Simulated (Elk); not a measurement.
# Electronic structure of magnetic FeGe

Wanted: the exchange-split electronic structure of FeGe.

Method: PBE; all-electron APW+lo, Dirac cores, scalar-relativistic bands, in Elk 11.2.3 (patched build).

## Step 1: The starting structure

It takes space group P6/mmm (No. 191, hexagonal). Conventional cell: a = 4.998 Å, b = 4.998 Å, c = 4.116 Å, α = 90.00°, β = 90.00°, γ = 120.00°. Nearest to Fe lie 4 Fe at 2.50 Å and 6 Ge at 2.50 to 2.51 Å. Nearest to Ge lie 6 Fe at 2.50 Å. Nearest to Ge lie 6 Fe at 2.51 Å. Farther neighbours are not listed.

As a file:

```cif
data_structure
_symmetry_space_group_name_H-M 'P6/mmm'
_symmetry_Int_Tables_number 191
_cell_length_a 4.9976
_cell_length_b 4.9976
_cell_length_c 4.1158
_cell_angle_alpha 90.000
_cell_angle_beta 90.000
_cell_angle_gamma 120.000
_cell_volume 89.02
loop_
_atom_site_label
_atom_site_type_symbol
_atom_site_symmetry_multiplicity
_atom_site_Wyckoff_symbol
_atom_site_fract_x
_atom_site_fract_y
_atom_site_fract_z
_atom_site_occupancy
Fe1 Fe 3 f 0.50000 0.00000 0.00000 1
Ge1 Ge 1 a 0.00000 0.00000 0.00000 1
Ge2 Ge 2 d 0.33333 0.66667 0.50000 1
```

The cell comes from a database of computed structures and need not be the stable phase.

## Step 2: The magnetic state

Bands and densities of states are read from a converged potential, so the magnetic state comes first.

This is the lowest of the starts that converged (ferro +++).

Moments are seeded by fields in the spheres (the last three columns under atoms), set against the wanted direction and reduced each loop.

elk.in reads:

```
tasks
  0

xctype
  20

rgkmax
  7.0

nempty
  12

swidth
  0.001837

reducebf
  0.5

epsengy
  1e-05

maxscl
  100

lmaxi
  3

spinpol
  .true.

sppath
  './'

avec
  9.44409969445 0.00000000000 0.00000000000
  -4.72204984723 8.17883025124 0.00000000000
  0.00000000000 0.00000000000 7.77766174582

atoms
  2
  'Fe.in'
  3
  0.5000000000 0.0000000000 0.0000000000   0.000000 0.000000 -0.140000
  0.5000000000 0.5000000000 0.0000000000   0.000000 0.000000 -0.140000
  0.0000000000 0.5000000000 0.0000000000   0.000000 0.000000 -0.140000
  'Ge.in'
  3
  0.0000000000 0.0000000000 0.0000000000   0.000000 0.000000 0.000000
  0.3333333300 0.6666666700 0.5000000000   0.000000 0.000000 0.000000
  0.6666666700 0.3333333300 0.5000000000   0.000000 0.000000 0.000000

ngridk
  8 8 8
```

Command:

```console
OMP_NUM_THREADS=4 elk
```

Numbers of over 12 decimals in the logs are rounded to 6 here.

What it wrote:

```text
Warning(gndstate): core states of species 2 leak from the muffin-tin :   0.4825604869E-03

--- INFO.OUT ---
┌─────────────────────────┐
│ Elk code version 11.2.3 │
└─────────────────────────┘

All units are atomic (Hartree, Bohr, etc.)

┌─────────────────────────────────────────────────┐
│ Ground-state run starting from atomic densities │
└─────────────────────────────────────────────────┘

Lattice vectors :
   9.444099694       0.000000000       0.000000000
  -4.722049847       8.178830251       0.000000000
   0.000000000       0.000000000       7.777661746

Species : 1 (Fe)
 parameters loaded from : Fe.in
 name : iron
 nuclear charge    :   -26.00000000
 electronic charge :    26.00000000
 atomic mass :    101799.2075
 muffin-tin radius :    2.336024924
 number of radial points in muffin-tin :    993
 inner part over the whole radius :   0.9975523402E-02
 number on inner part of muffin-tin    :    700
 approximate nuclear radius :   0.7160107270E-04
 number of mesh points to nuclear radius :    332
 atomic positions (lattice), magnetic fields (Cartesian) :
  1 :   0.00000000  0.00000000  0.00000000    0.00000000  0.00000000 -0.14000000
  2 :   0.00000000  0.50000000  0.00000000    0.00000000  0.00000000 -0.14000000
  3 :   0.50000000  0.50000000  0.00000000    0.00000000  0.00000000 -0.14000000

Species : 2 (Ge)
 parameters loaded from : Ge.in
 name : germanium
 nuclear charge    :   -32.00000000
 electronic charge :    32.00000000
 atomic mass :    132414.6196
 muffin-tin radius :    2.336024924
 number of radial points in muffin-tin :    993
 inner part over the whole radius :   0.9985464432E-02
 number on inner part of muffin-tin    :    702
 approximate nuclear radius :   0.7637961215E-04
 number of mesh points to nuclear radius :    341
 atomic positions (lattice), magnetic fields (Cartesian) :
  1 :   0.50000000  0.00000000  0.00000000    0.00000000  0.00000000  0.00000000
  2 :  -0.16666667 -0.33333333  0.50000000    0.00000000  0.00000000  0.00000000
  3 :   0.16666667  0.33333333  0.50000000    0.00000000  0.00000000  0.00000000

Total number of atoms per unit cell :    6
Total muffin-tin volume :    320.3850746
 ratio of muffin-tin to unit cell volume :   0.5332998563

Spin treatment :
 spin-polarised
 global magnetic field (Cartesian) :    0.000000000       0.000000000       0.000000000
 collinear magnetisation in z-direction

Number of Bravais lattice symmetries :   24
Number of crystal symmetries         :   24
Crystal has inversion symmetry
Real symmetric eigensolver will be used

k-point grid :      8     8     8
k-point offset :    0.000000000       0.000000000       0.000000000
k-point set is reduced with full crystal symmetry group
Total number of k-points :       50

Muffin-tin radius times maximum |G+k| :    7.000000000
 using average radius
Maximum |G+k| for APW functions       :    2.996543371
Maximum (1/2)|G+k|²                   :    4.489636088
Maximum |G| for potential and density :    12.00000000
Constant for pseudocharge density :    7
 order of it for each species :   14  14
 order of it for pair densities of each species (exact exchange by exxq0 0: 14) :   10  10
Radial integration step length :    1

G-vector grid sizes :     40    40    30
Number of G-vectors :    17501

Maximum angular momentum used for
 APW functions            :    8
 outer part of muffin-tin :    6
 inner part of muffin-tin :    3

Number of empty states         :     72
Total number of valence states :    236
Total number of core states    :     84

Third-order local-orbitals added for an l without core states : T
Total number of local-orbitals :    129

Exchange-correlation functional :     20     0     0
 Perdew-Burke-Ernzerhof, Phys. Rev. Lett. 77, 3865 (1996)
 gradient requirement :    1
 generalised gradient approximation (GGA)

Smearing type :    3
 Fermi-Dirac
Smearing width :   0.1837000000E-02
Effective electronic temperature (K) :    580.0787206

Mixing type :    3
 Broyden mixing, J. Phys. A: Math. Gen. 17, L317 (1984)

Kohn-Sham potential initialised from atomic data

┌──────────────────────────────┐
│ Self-consistent loop started │
└──────────────────────────────┘

┌─────────────────┐
│ Loop number : 1 │
└─────────────────┘

Energies :
 Fermi                       :     0.150375
 sum of occupied eigenvalues :     -5846.8155096602
 electron kinetic            :      10306.384372267
 core electron kinetic       :      9408.2019914798
 Coulomb                     :     -20014.439730448
 Coulomb potential           :     -15587.540718215
 nuclear-nuclear             :     -1509.5448382525
 electron-nuclear            :     -21469.647468636
 Hartree                     :      2964.7525764399
 Madelung                    :     -12220.669371341
 xc potential                :     -565.37000213227
 xc effective B-field        :    -0.207737
 external B-field            :      0.000000
 exchange                    :     -399.88716870302
 correlation                 :     -8.375677
 electron entropic           :    -0.12592669965774E-02
 total energy                :     -10116.319463440
 (external B-field energy excluded from total)

Density of states at Fermi energy :    110.4346844
 (states/Hartree/unit cell)

Estimated indirect band gap :   0.1346065313E-03
 from k-point 46 to k-point 41
Estimated direct band gap   :   0.1055158076E-02
 at k-point 33

Charges :
 core                        :    84.00000000
 valence                     :    90.00000000
 interstitial                :    6.683805130
 muffin-tins (core leakage)
  species : 1 (Fe)
   atom 1                    :    25.73186148     ( -0.2242533164E-06)
   atom 2                    :    25.73186148     ( -0.2242533164E-06)
   atom 3                    :    25.73186148     ( -0.2242533164E-06)
  species : 2 (Ge)
   atom 1                    :    29.98539349     (  0.5040456800E-03)
   atom 2                    :    30.06760848     (  0.5071261849E-03)
   atom 3                    :    30.06760848     (  0.5071261849E-03)
 total in muffin-tins        :    167.3161949
 total calculated charge     :    173.9972339
 total charge                :    174.0000000
 error                       :   0.2766145764E-02

Moments :
 interstitial                :  -0.1954487839
 muffin-tins
  species : 1 (Fe)
   atom 1                    :    1.820788397
   atom 2                    :    1.820788397
   atom 3                    :    1.820788397
  species : 2 (Ge)
   atom 1                    :  -0.1020925598
   atom 2                    :  -0.6194808934E-01
   atom 3                    :  -0.6194808934E-01
 total in muffin-tins        :    5.236376453
 total moment                :    5.040927669

[... earlier loops left out ...]

┌──────────────────┐
│ Loop number : 19 │
└──────────────────┘

Energies :
 Fermi                       :     0.300069
 sum of occupied eigenvalues :     -5828.4510852468
 electron kinetic            :      10300.335475158
 core electron kinetic       :      9407.9791400945
 Coulomb                     :     -20008.840838088
 Coulomb potential           :     -15599.569516699
 nuclear-nuclear             :     -1509.5448382525
 electron-nuclear            :     -21445.817017135
 Hartree                     :      2946.5210173001
 Madelung                    :     -12209.056079738
 xc potential                :     -529.06897691207
 xc effective B-field        :    -0.148068
 external B-field            :      0.000000
 exchange                    :     -398.82449107680
 correlation                 :     -8.371407
 electron entropic           :    -0.14093084786926E-02
 total energy                :     -10115.702670701
 (external B-field energy excluded from total)

Density of states at Fermi energy :    124.6781128
 (states/Hartree/unit cell)

Estimated indirect band gap :   0.9701813402E-03
 from k-point 48 to k-point 30
Estimated direct band gap   :   0.1117992230E-02
 at k-point 45

Charges :
 core                        :    84.00000000
 valence                     :    90.00000000
 interstitial                :    7.379077739
 muffin-tins (core leakage)
  species : 1 (Fe)
   atom 1                    :    25.12371876     ( -0.2242532577E-06)
   atom 2                    :    25.12371876     ( -0.2242532577E-06)
   atom 3                    :    25.12371876     ( -0.2242532577E-06)
  species : 2 (Ge)
   atom 1                    :    30.39216757     (  0.4805835519E-03)
   atom 2                    :    30.42879921     (  0.4825604869E-03)
   atom 3                    :    30.42879921     (  0.4825604869E-03)
 total in muffin-tins        :    166.6209223
 total calculated charge     :    173.9973286
 total charge                :    174.0000000
 error                       :   0.2671418920E-02

Moments :
 interstitial                :  -0.1120751275
 muffin-tins
  species : 1 (Fe)
   atom 1                    :    1.480117037
   atom 2                    :    1.480117037
   atom 3                    :    1.480117037
  species : 2 (Ge)
   atom 1                    :  -0.8870743926E-01
   atom 2                    :  -0.6028888470E-01
   atom 3                    :  -0.6028888470E-01
 total in muffin-tins        :    4.231065901
 total moment                :    4.118990774

┌──────────────────────────────┐
│ Self-consistent loop stopped │
└──────────────────────────────┘

Warning : core states of species 2 leak from the muffin-tin :   0.4825604869E-03

Wrote STATE.OUT
```

Elapsed: 10 min, on 4 threads of Arm Neoverse V1, shared host; peak memory 0.6 GiB.

Spin moment in the muffin-tin sphere by atom:

```csv
atom,spin moment in the muffin-tin sphere (μB)
Fe1,1.48
Fe2,1.48
Fe3,1.48
Ge4,-0.09
Ge5,-0.06
Ge6,-0.06
```

Numbers from this step:

* density of states at the Fermi level: 4.582 states/eV/cell
* moment between the spheres: -0.1121 μB
* magnetization: 4.119 μB
* final state: ferromagnetic

## Step 3: Bands and density of states

The potential is kept. Point names follow a standard table for this cell's lattice and can differ from other conventions. The density of states is interpolated from the levels on the mesh (so its value at the Fermi level can differ from the smeared one of the ground-state run), and the bands are solved anew along a path of special points.

elk.in reads:

```
tasks
  10
  20
  15
  33
  73

xctype
  20

rgkmax
  7.0

nempty
  12

swidth
  0.001837

reducebf
  0.5

epsengy
  1e-05

maxscl
  100

lmaxi
  3

spinpol
  .true.

sppath
  './'

avec
  9.44409969445 0.00000000000 0.00000000000
  -4.72204984723 8.17883025124 0.00000000000
  0.00000000000 0.00000000000 7.77766174582

atoms
  2
  'Fe.in'
  3
  0.5000000000 0.0000000000 0.0000000000   0.000000 0.000000 -0.000140
  0.5000000000 0.5000000000 0.0000000000   0.000000 0.000000 -0.000140
  0.0000000000 0.5000000000 0.0000000000   0.000000 0.000000 -0.000140
  'Ge.in'
  3
  0.0000000000 0.0000000000 0.0000000000   0.000000 0.000000 0.000000
  0.3333333300 0.6666666700 0.5000000000   0.000000 0.000000 0.000000
  0.6666666700 0.3333333300 0.5000000000   0.000000 0.000000 0.000000

ngridk
  8 8 8

wplot
  300 60 1
  -0.35000 0.25000

plot1d
  7 84
  0.00000000 0.00000000 0.00000000
  0.50000000 0.00000000 0.00000000
  0.33333333 0.33333333 0.00000000
  0.00000000 0.00000000 0.00000000
  0.00000000 0.00000000 0.50000000
  0.50000000 0.00000000 0.50000000
  0.33333333 0.33333333 0.50000000

plot3d
  0 0 0
  1 0 0
  0 1 0
  0 0 1
  25 25 21
```

Command:

```console
OMP_NUM_THREADS=4 elk
```

What it wrote:

```text
┌─────────────────────────────────┐
│ Elk code version 11.2.3 started │
└─────────────────────────────────┘

Info(readinput): the functional depends on the density's gradient
 muffin-tin radial points multiplied by    2.00000
 (not where nrmtscf is given)

┌───────────────────┐
│ Current task : 10 │
└───────────────────┘
Info(checkmt): changed muffin-tin radius of species 1 (Fe) from   2.4000 to   2.3360
Info(checkmt): changed muffin-tin radius of species 2 (Ge) from   2.4000 to   2.3360

Info(findsymcrys): atomic basis shift (lattice) :
  0.5000000000       0.000000000       0.000000000
See GEOMETRY.OUT for new atomic positions

Info(writedos):
 Total density of states written to TDOS.OUT

 Partial density of states written to PDOS_Sss_Aaaaa.OUT
 for all species and atoms

 Spin-quantisation axis :    0.000000000       0.000000000       1.000000000

 Eigenvalues of a random matrix symmetrised with the site
 symmetries in the Yₗₘ basis written to ELMIREP.OUT for all
 species and atoms. Degenerate eigenvalues correspond to
 irreducible representations of each site symmetry group

 Interstitial density of states written to IDOS.OUT

 Fermi energy is at zero in plots

 DOS units are states/Hartree/unit cell

┌───────────────────┐
│ Current task : 20 │
└───────────────────┘
Info(checkmt): changed muffin-tin radius of species 1 (Fe) from   2.3360 to   2.3045
Info(checkmt): changed muffin-tin radius of species 2 (Ge) from   2.3360 to   2.3676

Info(bandstr):
 Band structure plot written to BAND.OUT

 Fermi energy is at zero in plot

 Vertex location lines written to BANDLINES.OUT

┌───────────────────┐
│ Current task : 15 │
└───────────────────┘

Info(writelsj):
 muffin-tin L, S and J expectation values written to LSJ.OUT

┌───────────────────┐
│ Current task : 33 │
└───────────────────┘

Info(rhoplot): 3D density plot written to RHO3D.OUT

┌───────────────────┐
│ Current task : 73 │
└───────────────────┘

Info(vecplot):
 3D magnetisation density written to MAG3D.OUT

┌──────────────────┐
│ Elk code stopped │
└──────────────────┘
```

It took 5.2 min on 4 threads; peak memory 0.92 GiB; 17 min of CPU time.

Electronic bands along the path, in eV, zero at the Fermi level; # counts the bands kept:

```csv
point,up #18,up #19,up #21,up #22,down #15,down #17,down #18,down #19
Γ,-1.27,-0.26,1.21,1.21,0.26,0.54,0.54,0.95
0.47 of the way,-0.77,0.28,1.53,1.79,0.15,0.51,0.74,1.27
M,0.38,0.44,1.34,1.65,-0.34,0.50,1.32,1.42
0.56 of the way,0.43,0.72,1.33,1.45,-0.40,0.48,1.32,1.39
K,0.57,0.78,1.33,1.33,-0.53,0.70,1.34,1.42
halfway,-0.50,0.26,1.83,2.20,0.07,0.44,0.91,1.20
Γ,-1.27,-0.26,1.21,1.21,0.26,0.54,0.54,0.95
halfway,-1.29,-0.17,0.16,0.22,0.24,0.38,0.49,0.49
A,-1.34,-1.34,-0.40,-0.19,-0.59,0.32,0.32,0.34
halfway,-1.25,-1.11,-0.14,0.58,-0.60,0.23,0.40,0.41
L,-1.31,-1.22,-0.02,1.02,-0.61,0.01,0.21,0.36
0.44 of the way,-1.31,-1.24,0.34,1.56,-0.53,-0.12,-0.02,0.31
H,-1.53,-1.27,1.11,2.61,-0.60,-0.20,0.01,0.01
```

The density of states has structure finer than the step of the table below, so its rows give means over 1 eV, whole bins alone (the curve runs from -9.52 to 6.75 eV). Peaks (eV: height): up -4.6: 3.14, -4.1: 3.80, -2.7: 5.33, -1.3: 9.46; down -3.3: 3.37, -2.1: 6.44, 0.4: 8.67, 1.3: 3.35; Fe1 d up -4.1: 0.738, -2.3: 1.32, -1.3: 2.84, 0.3: 0.664; Fe1 d down -2.1: 1.50, 0.4: 2.58, 1.3: 0.808; Ge4 p up -4.1: 0.310, -3.2: 0.177, 1.6: 0.179, 2.4: 0.277.

The density of states by energy, zero at the Fermi level; means over each step; values in states/eV/cell:

```csv
energy (eV),up,down,Fe1 d up,Fe1 d down,Ge4 p up,Ge4 p down
-9,1.15,1.11,0.0264,0.0188,0.00289,0.00300
-8,0.528,0.528,0.0209,0.0143,0.00115,0.00127
-7,0.0801,0.0973,0.00312,0.00356,0.00125,2.1e-4
-6,0.548,0.418,0.0343,0.0155,0.0293,0.0272
-5,1.93,1.07,0.217,0.0539,0.115,0.0882
-4,2.35,1.63,0.413,0.166,0.153,0.0957
-3,4.31,2.65,0.996,0.384,0.130,0.229
-2,3.65,3.82,0.986,0.846,0.0475,0.148
-1,3.79,1.93,1.08,0.505,0.0170,0.0143
0,1.65,4.33,0.341,1.24,0.0892,0.0312
1,1.49,2.79,0.236,0.692,0.139,0.100
2,1.29,1.67,0.127,0.295,0.161,0.143
3,1.01,1.18,0.0800,0.135,0.0951,0.101
4,1.47,1.58,0.0854,0.136,0.131,0.129
5,0.959,1.12,0.0464,0.0804,0.0509,0.0674
6,1.05,0.930,0.0431,0.0511,0.0479,0.0346
```

## Step 4: Results

```
state          : ferromagnetic
largest moment : 1.48 μB
```

**Reading.** Right at the Fermi level (the table gives means over its steps) the density of states is 1.3 states/eV a cell for spin up and 3.3 for spin down. Within the window shown, the centres of the Fe1 d states of the two spins lie 1.3 eV apart, a rough measure of the splitting of the spins. The state is the lowest of the starts that converged; no opposed start was among them. These are Kohn–Sham levels without spin–orbit coupling.

[Logs and program files are shortened in this print: banners, set-up blocks, solver, clock and traceback lines can be left out without a mark of their own.]

[Logs are printed without paths, hosts, clocks, repeated set-up lines and the standing remarks that a program may print on its own settings, such as how far it seeks lower states.]

[Hosts, paths, dates, database ids (printed as entryN), source tags and the programs' standing remarks are cut or masked in the printed files.]

[Where a cell is said to come from a database of computed structures, the database is the Materials Project.]
